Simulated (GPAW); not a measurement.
Consider As on a B site (antisite) in BAs.

```cif
data_structure
_symmetry_space_group_name_H-M 'P 1'
_symmetry_Int_Tables_number 1
_cell_length_a 6.7557
_cell_length_b 6.7557
_cell_length_c 6.7557
_cell_angle_alpha 60.000
_cell_angle_beta 60.000
_cell_angle_gamma 60.000
_cell_volume 218.02
loop_
_atom_site_label
_atom_site_type_symbol
_atom_site_fract_x
_atom_site_fract_y
_atom_site_fract_z
_atom_site_occupancy
As1 As 0.37555 0.37560 0.37546 1
As2 As 0.37450 0.37641 0.87339 1
As3 As 0.37546 0.87351 0.37557 1
As4 As 0.87340 0.37639 0.37453 1
As5 As 0.42401 0.85871 0.85870 1
As6 As 0.85963 0.42106 0.85946 1
As7 As 0.85867 0.85876 0.42421 1
As8 As 0.85952 0.86245 0.85986 1
As9 As 0.00208 0.99926 0.00223 1
B10 B 0.00346 0.00424 0.49649 1
B11 B 0.00233 0.49898 0.00235 1
B12 B 0.49611 0.00427 0.00357 1
B13 B 0.00354 0.49630 0.49654 1
B14 B 0.49640 0.00370 0.49639 1
B15 B 0.49672 0.49618 0.00347 1
B16 B 0.50002 0.50003 0.50002 1
```

Absorber: atom 6, with 3 B at 2.02 Å and 1 As at 2.33 Å (distorted tetrahedral; 2.3 Å from the defect atom). Method: GPAW, PBE, excited-electron core hole (neutral cell), 16-atom cell with 6.8 Å between holes, 4×4×4 k points, dipole transitions, Gaussian full width 2.14 eV up to 4 eV, rising linearly to 3.5 eV at 25 eV.

**Question.** Where do the maxima of the As K edge fall?

Main maxima up to 22 eV above the zero (height): 2.6 eV (1.55) and 13.8 eV (1.25). A K edge sees empty p states on the absorber. 

The As K spectrum (energy from the lowest empty level; intensity scaled to a mean of 1 over the first 20 eV):

```csv
E (eV),intensity
-2.0,0.01
-1.4,0.06
-0.8,0.19
-0.2,0.45
0.4,0.81
1.0,1.15
1.6,1.40
2.2,1.53
2.8,1.54
3.4,1.42
4.0,1.27
4.6,1.15
5.2,1.09
5.8,1.06
6.4,1.05
7.0,1.05
7.6,1.01
8.2,0.93
8.8,0.82
9.4,0.75
10.0,0.74
10.6,0.78
11.2,0.86
11.8,0.96
12.4,1.08
13.0,1.18
13.6,1.24
14.2,1.22
14.8,1.13
15.4,1.00
16.0,0.87
16.6,0.77
17.2,0.69
17.8,0.64
18.4,0.61
19.0,0.60
19.6,0.60
20.2,0.62
20.8,0.65
21.4,0.68
22.0,0.72
22.6,0.74
23.2,0.75
```

The script folds with a Gaussian, whereas the core hole's own line is a Lorentzian, so the onset is too steep and the first peak too high. The cell shows no gap over 0.35 eV; the host's own band filling, the defect's levels or the functional may be the cause. In so small a cell the defects form an ordered array, and no site is far from one.

[Banner, clock and machine lines of the logs are left out without a mark of their own.]

[Logs are printed without paths, hosts, clocks, repeated set-up lines and the standing remarks that a program may print on its own settings, such as how far it seeks lower states.]

[Hosts, paths, dates, database ids (printed as entryN), source tags and the programs' standing remarks are cut or masked in the printed files.]

[Lists of maxima count a maximum above −3 eV only where it reaches 4 % of the highest in the window and stands out from its surroundings by 2 % of it (1.5 % where it reaches 55 %); shoulders and weaker maxima are passed over, and of the rest the first, up to two pre-edge ones and the few strongest are named.]
